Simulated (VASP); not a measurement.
# MoS2 (R3m) in VASP: notebook

The runs below take MoS2 through band structure, with LDA, r2SCAN, TB-mBJ.

Program: VASP 6.6.1. These are calculated values, not measurements. Logs are shortened: lines on timing, memory, paths and dates and some standing lists are left out, and cuts for length are marked.

## (1) The crystal as given

Symmetry: R3m, No. 160, trigonal system. Conventional cell: a = 3.160 Å, b = 3.160 Å, c = 18.450 Å, α = 90.00°, β = 90.00°, γ = 120.00°. Around Mo (site symmetry 3m) lie 6 S at 2.39 Å. S (site symmetry 3m) has 3 Mo at 2.39 Å as nearest neighbours. S (site symmetry 3m) is surrounded by 3 Mo at 2.39 Å.

Measurements of this composition are mostly on another form, of space group No. 194.

## (2) Band structure, LDA

POSCAR

```
MoS2
1.0
    1.5800000000      0.9122134253      6.1500000000
   -1.5800000000      0.9122134253      6.1500000000
    0.0000000000     -1.8244268506      6.1500000000
Mo S
1 2
Direct
    0.0000000000      0.0000000000      0.0000000000
    0.4170000000      0.4170000000      0.4170000000
    0.2500000000      0.2500000000      0.2500000000
```

INCAR.step1

```
SYSTEM = MoS2
PREC     = Accurate       ! precision mode
ENCUT    = 520            ! plane-wave cutoff, eV
EDIFF    = 1E-6           ! SCF threshold, eV
ISMEAR   = 0              ! smearing method
SIGMA    = 0.02           ! smearing width, eV
LREAL    = .False.        ! projectors in reciprocal space
LASPH    = .True.         ! aspherical terms in the spheres
NELM     = 80             ! most SCF steps
ALGO     = Fast           ! electronic algorithm
ISIF     = 2              ! what is computed and relaxed
LWAVE    = .False.        ! write WAVECAR
LCHARG   = .True.         ! write CHGCAR
LMAXMIX  = 4              ! l up to which the mixer works
GGA      = CA             ! functional
```

KPOINTS.step1

```
regular mesh
0
Gamma
  10 10 10
  0 0 0
```

INCAR.step2

```
SYSTEM = MoS2
PREC     = Accurate       ! precision mode
ENCUT    = 520            ! plane-wave cutoff, eV
EDIFF    = 1E-6           ! SCF threshold, eV
ISMEAR   = 0              ! smearing method
SIGMA    = 0.05           ! smearing width, eV
LREAL    = .False.        ! projectors in reciprocal space
LASPH    = .True.         ! aspherical terms in the spheres
NELM     = 80             ! most SCF steps
ALGO     = Fast           ! electronic algorithm
ISIF     = 2              ! what is computed and relaxed
LWAVE    = .False.        ! write WAVECAR
LCHARG   = .False.        ! write CHGCAR
LMAXMIX  = 4              ! l up to which the mixer works
GGA      = CA             ! functional
ICHARG   = 11             ! starting density
```

KPOINTS.step2

```
path GLB1,BZGX,QFP1Z,LP
20
line-mode
reciprocal
 0.0000000000  0.0000000000  0.0000000000  G
 0.5000000000  0.0000000000  0.0000000000  L

 0.5000000000  0.0000000000  0.0000000000  L
 0.5000000000  0.1813340090 -0.1813340090  B1

 0.8186659910  0.5000000000  0.1813340090  B
 0.5000000000  0.5000000000  0.5000000000  Z

 0.5000000000  0.5000000000  0.5000000000  Z
 0.0000000000  0.0000000000  0.0000000000  G

 0.0000000000  0.0000000000  0.0000000000  G
 0.3406670045  0.0000000000 -0.3406670045  X

 0.6593329955  0.3406670045  0.0000000000  Q
 0.5000000000  0.5000000000  0.0000000000  F

 0.5000000000  0.5000000000  0.0000000000  F
 0.6593329955  0.6593329955  0.1813340090  P1

 0.6593329955  0.6593329955  0.1813340090  P1
 0.5000000000  0.5000000000  0.5000000000  Z

 0.5000000000  0.0000000000  0.0000000000  L
 0.8186659910  0.3406670045  0.3406670045  P
```

Potentials or basis: VASP PAW LDA potentials, release 64 (Mo_sv, S).

Launch:

```sh
$ cat potpaw_LDA.64/Mo_sv/POTCAR potpaw_LDA.64/S/POTCAR > POTCAR
$ cp INCAR.step1 INCAR
$ cp KPOINTS.step1 KPOINTS
$ mpirun -np 1 vasp_std > vasp.out
$ cp INCAR.step2 INCAR
$ cp KPOINTS.step2 KPOINTS
$ mpirun -np 1 vasp_std > vasp.out
```

OUTCAR:

```text
SYSTEM = MoS2
   PREC = Accurate
   ENCUT = 520
   EDIFF = 1E-6
   ISMEAR = 0
   LREAL = .False.
   LASPH = .True.
   NELM = 80
   ISIF = 2
   GGA = CA
   ICHARG = 11

 ion  position               nearest neighbor table
   1  0.000  0.000  0.000-   3 2.39   3 2.39   3 2.39   2 2.39   2 2.39   2 2.39
   2  0.417  0.417  0.417-   1 2.39   1 2.39   1 2.39
   3  0.250  0.250  0.250-   1 2.39   1 2.39   1 2.39

  LATTYP: Found a trigonal (rhomboedric) cell.
 ALAT       =     6.4149071181
 COS(alpha) =     0.8786713335

  Lattice vectors:

 A1 = (   1.5800000000,   0.9122134253,   6.1500000000)
 A2 = (  -1.5800000000,   0.9122134253,   6.1500000000)
 A3 = (   0.0000000000,  -1.8244268506,   6.1500000000)

Analysis of symmetry for initial positions (statically):
=====================================================================
 Subroutine PRICEL returns:
 Original cell was already a primitive cell.

 Routine SETGRP: Setting up the symmetry group for a
 trigonal (rhombohedral) supercell.

 Subroutine GETGRP returns: Found  6 space group operations
 (whereof  6 operations were pure point group operations)
 out of a pool of 12 trial point group operations.

The static configuration has the point symmetry C_3v.

Analysis of symmetry for dynamics (positions and initial velocities):
=====================================================================
 Subroutine PRICEL returns:
 Original cell was already a primitive cell.

 Routine SETGRP: Setting up the symmetry group for a
 trigonal (rhombohedral) supercell.

 Subroutine GETGRP returns: Found  6 space group operations
 (whereof  6 operations were pure point group operations)
 out of a pool of 12 trial point group operations.

The dynamic configuration has the point symmetry C_3v.

 Subroutine INISYM returns: Found  6 space group operations
 (whereof  6 operations are pure point group operations),
 and found     1 'primitive' translations

----------------------------------------------------------------------------------------

                                     Primitive cell

  volume of cell :      53.1839

  direct lattice vectors                    reciprocal lattice vectors
     1.580000000  0.912213425  6.150000000     0.316455696  0.182705781  0.054200542
    -1.580000000  0.912213425  6.150000000    -0.316455696  0.182705781  0.054200542
     0.000000000 -1.824426851  6.150000000     0.000000000 -0.365411563  0.054200542

  length of vectors
     6.414907118  6.414907118  6.414907118     0.369409406  0.369409406  0.369409406

  position of ions in fractional coordinates (direct lattice)
     0.000000000  0.000000000  0.000000000
     0.417000000  0.417000000  0.417000000
     0.250000000  0.250000000  0.250000000

  ion indices of the primitive-cell ions
   primitive index   ion index
                 1           1
                 2           2
                 3           3

----------------------------------------------------------------------------------------

 KPOINTS: path GLB1,BZGX,QFP1Z,LP

Interpolating k-points between supplied coordinates.

 Line segments in fractional coordinates (reciprocal lattice):
    0.000000  0.000000  0.000000  ...  0.500000  0.000000  0.000000
    0.500000  0.000000  0.000000  ...  0.500000  0.181334 -0.181334
    0.818666  0.500000  0.181334  ...  0.500000  0.500000  0.500000
    0.500000  0.500000  0.500000  ...  0.000000  0.000000  0.000000
    0.000000  0.000000  0.000000  ...  0.340667  0.000000 -0.340667
    0.659333  0.340667  0.000000  ...  0.500000  0.500000  0.000000
    0.500000  0.500000  0.000000  ...  0.659333  0.659333  0.181334
    0.659333  0.659333  0.181334  ...  0.500000  0.500000  0.500000
    0.500000  0.000000  0.000000  ...  0.818666  0.340667  0.340667

 Generated    20 points on each line segment, for a total of    180 k-points:

 Following reciprocal coordinates:
            Coordinates               Weight
  0.000000  0.000000  0.000000      0.005556
  0.026316  0.000000  0.000000      0.005556
  0.052632  0.000000  0.000000      0.005556
[... 44 lines left out ...]

 val. band max:        7.5271769448   @ k =   0.5000   0.5000   0.5000
 cond. band min:       8.3812891436   @ k =   0.1793   0.0000  -0.1793
 fundamental gap:      0.8541121988
 Fermi energy:         7.8947776041

 k-point     1 :       0.0000    0.0000    0.0000
  band No.  band energies     occupation
      1     -53.7033      2.00000
      2     -28.0719      2.00000
      3     -27.8277      2.00000
      4     -27.8277      2.00000
      5      -7.5429      2.00000
      6      -5.7930      2.00000
[... 9 lines left out ...]
     16       9.9658      0.00000
     17       9.9658      0.00000

 k-point     2 :       0.0263    0.0000    0.0000
  band No.  band energies     occupation
      1     -53.7030      2.00000
      2     -28.0713      2.00000
      3     -27.8306      2.00000
      4     -27.8284      2.00000
      5      -7.5318      2.00000
      6      -5.7898      2.00000
[... 9 lines left out ...]
     16       9.9239      0.00000
     17       9.9539      0.00000

 k-point     3 :       0.0526    0.0000    0.0000
  band No.  band energies     occupation
      1     -53.7022      2.00000
      2     -28.0696      2.00000
      3     -27.8393      2.00000
      4     -27.8303      2.00000
      5      -7.4988      2.00000
      6      -5.7800      2.00000
[... 9 lines left out ...]
     16       9.8067      0.00000
     17       9.9192      0.00000

 k-point     4 :       0.0789    0.0000    0.0000
  band No.  band energies     occupation
      1     -53.7007      2.00000
      2     -28.0668      2.00000
      3     -27.8535      2.00000
      4     -27.8335      2.00000
      5      -7.4442      2.00000
      6      -5.7640      2.00000
[... 9 lines left out ...]
     16       9.6889      0.00000
     17       9.8674      0.00000
[... 343 lines left out ...]
      1     -53.6601      2.00000
      2     -28.2418      2.00000
      3     -27.9872      2.00000
      4     -27.9243      2.00000
      5      -5.4903      2.00000
      6      -5.2163      2.00000
[... 9 lines left out ...]
     16      10.9295      0.00000
     17      11.0013      0.00000

 k-point    23 :       0.5000    0.0191   -0.0191
  band No.  band energies     occupation
      1     -53.6600      2.00000
      2     -28.2404      2.00000
      3     -27.9870      2.00000
      4     -27.9271      2.00000
      5      -5.4842      2.00000
      6      -5.2131      2.00000
[... 9 lines left out ...]
     16      10.8870      0.00000
     17      11.0129      0.00000

 k-point    24 :       0.5000    0.0286   -0.0286
  band No.  band energies     occupation
      1     -53.6598      2.00000
      2     -28.2381      2.00000
      3     -27.9866      2.00000
      4     -27.9318      2.00000
      5      -5.4741      2.00000
      6      -5.2080      2.00000
[... 9 lines left out ...]
     16      10.8068      0.00000
     17      11.0472      0.00000

 [... further k-points ...]

------------------------ aborting loop because EDIFF is reached ----------------------------------------

  FORCE on cell =-STRESS in cart. coord.  units (eV):
  Direction    XX          YY          ZZ          XY          YZ          ZX
  --------------------------------------------------------------------------------------
  -------------------------------------------------------------------------------------
  Total        1.1927603      1.1927603      2.6238445      0.0000000      0.0000000     -0.0000000
  in kB       35.9322026     35.9322026     79.0439737      0.0000000      0.0000000     -0.0000000
  external PRESSURE =      50.3027930 kB  Pullay stress =       0.0000000 kB

 VOLUME and BASIS-vectors are now :
 -----------------------------------------------------------------------------
  energy-cutoff  :      520.00
  volume of cell :       53.18
      direct lattice vectors                 reciprocal lattice vectors
     1.580000000  0.912213425  6.150000000     0.316455696  0.182705781  0.054200542
    -1.580000000  0.912213425  6.150000000    -0.316455696  0.182705781  0.054200542
     0.000000000 -1.824426851  6.150000000     0.000000000 -0.365411563  0.054200542

 POSITION                                       TOTAL-FORCE (eV/Angst)
 -----------------------------------------------------------------------------------
      0.00000      0.00000      0.00000         0.000000      0.000000      0.087641
      0.00000      0.00000      7.69365         0.000000     -0.000000     -0.136445
      0.00000      0.00000      4.61250         0.000000     -0.000000      0.048804
 -----------------------------------------------------------------------------------
    total drift:                                0.000000     -0.000000      0.002050

  FREE ENERGIE OF THE ION-ELECTRON SYSTEM (eV)
  ---------------------------------------------------
  free  energy   TOTEN  =       -23.6927883862 eV

  energy  without entropy=      -23.6927883862  energy(sigma->0) =      -23.69278839
```

It took 7.2 min on 1 thread of Intel Xeon Platinum 8375C at 2.90GHz (Ice Lake), shared host; peak memory 0.34 GiB.

Results:

```yaml
Band_gap_on_the_k_mesh: 0.89 eV, indirect (least direct gap 1.96 eV)
Band_gap_along_the_path: 0.85 eV, indirect (least direct gap 1.72 eV)
```

Levels at the corners of the path, in eV from the valence-band top:
```csv
point,band 9,band 10,band 11,band 12,band 13,band 14,band 15,band 16,band 17
Γ,-3.50,-2.36,-2.36,-1.27,-1.22,2.00,2.00,2.44,2.44
L,-5.08,-4.08,-2.35,-1.66,-1.52,1.55,1.97,3.41,3.48
L,-5.08,-4.08,-2.35,-1.66,-1.52,1.55,1.97,3.41,3.48
B1,-4.93,-4.40,-3.80,-2.82,-0.83,0.94,2.23,2.99,4.20
B,-4.93,-4.40,-3.80,-2.82,-0.83,0.94,2.23,2.99,4.20
Z,-3.51,-3.51,-2.33,-2.33,0.00,2.10,2.10,2.30,2.30
Z,-3.51,-3.51,-2.33,-2.33,0.00,2.10,2.10,2.30,2.30
Γ,-3.50,-2.36,-2.36,-1.27,-1.22,2.00,2.00,2.44,2.44
Γ,-3.50,-2.36,-2.36,-1.27,-1.22,2.00,2.00,2.44,2.44
X,-4.98,-4.41,-3.72,-2.87,-0.81,0.91,2.24,2.97,4.21
Q,-4.98,-4.41,-3.72,-2.87,-0.81,0.91,2.24,2.97,4.22
F,-4.79,-4.01,-2.94,-1.84,-1.34,1.51,2.10,2.93,3.91
F,-4.79,-4.01,-2.94,-1.84,-1.34,1.51,2.10,2.93,3.91
P1,-4.86,-4.02,-2.81,-1.81,-1.36,1.51,2.13,3.00,3.80
P1,-4.86,-4.02,-2.81,-1.81,-1.36,1.51,2.13,3.00,3.80
Z,-3.51,-3.51,-2.33,-2.33,0.00,2.10,2.10,2.30,2.30
L,-5.08,-4.08,-2.35,-1.66,-1.52,1.55,1.97,3.41,3.49
P,-4.86,-4.02,-2.81,-1.81,-1.36,1.51,2.13,3.00,3.80
```

Caveat: the log is that of the step along the path at fixed density, whose energy, stress, charges and moments have no meaning. Expect the measured gap to be larger: semilocal functionals such as LDA lack the derivative discontinuity.

[end of part 1 of 2]
